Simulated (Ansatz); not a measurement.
## Ga in Ansatz: the effect of strain

Crystal: Ga.

```
Ga
1.0
     1.38300   -4.02650    0.00000
     1.38300    4.02650    0.00000
    -0.11745    0.00000    3.26333
Ga
2
Direct
  0.13100 0.86900 0.75000
  0.86900 0.13100 0.25000
```

The cell isn't the ideal one: strained by -2 %.

Alike in all runs:

- Program: Ansatz 0.2.0
- Task: single point
- Functional: PBE
- Potentials or basis: Ansatz PAW
- Cutoff: 420 eV (not typed: the program's choice for these potentials)
- k mesh: 10 × 10 × 8
- Occupations: fermi-dirac, width 0.05 eV
- Spin: no spin polarisation

| strain | pressure (GPa) | largest force (eV/Å) |
| --- | --- | --- |
| -0.02 | ? | ? |
| -0.01 | 2.2 | 0.21 |
| 0 | 1.6 | 0.20 |

**Question.** What does the run with strain -0.02 give?

**Answer.** Pressure 2.8 GPa; largest force 0.23 eV/Å.
